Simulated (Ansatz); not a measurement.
# TiAl3 under changes of volume

One of the cells (15.634 Å³/atom); the others are scaled copies at fixed shape and fractional positions:

```xyz
4
Lattice="-1.9111 1.9111 4.2807 1.9111 -1.9111 4.2807 1.9111 1.9111 -4.2807" Properties=species:S:1:pos:R:3 pbc="T T T"
Ti    0.0000    0.0000    0.0000
Al    1.9111    0.0000    2.1403
Al    0.0000    1.9111    2.1403
Al    0.0000    0.0000    4.2807
```

The cell comes from a database or a generator and needn't be the stable form of this composition.

- Program: Ansatz 0.2.0
- Functional: PBEsol
- Potentials or basis: Ansatz PAW
- Cutoff: 420 eV (not typed: the program's choice for these potentials)
- k mesh: 10 × 10 × 10
- Occupations: fermi-dirac, width 0.05 eV
- Spin: no spin polarisation

```csv
volume (Å³/atom),energy over the lowest point (meV/atom),pressure (GPa)
14.696,?,?
15.009,7.21,4.4
15.322,1.24,1.8
15.634,0.00,-0.5
15.947,3.05,-2.6
16.260,9.96,-4.5
16.572,20.38,-6.2
```

Problem. What does the run at 14.696 Å³/atom give?

Solution. Energy over the lowest point 18.43 meV/atom; pressure 7.2 GPa.

Worked out: A Birch-Murnaghan fit of order 3 (a polynomial in V^(-2/3)) to the other rows has its minimum at 15.56 Å³/atom with B0 = V·E''(V) = 111 GPa and B' = 3.9 at fixed shape and positions, which overstates the stiffness. It gives 18.40 meV/atom at 14.696 Å³/atom, against the run's 18.43, and -dE/dV = 7.2 GPa, against 7.2.

Energies are extrapolated to zero smearing.

Caveats: the PAW data sets come from PBE, with cores solved anew for the run's functional, which leaves a small shift of forces and pressure.
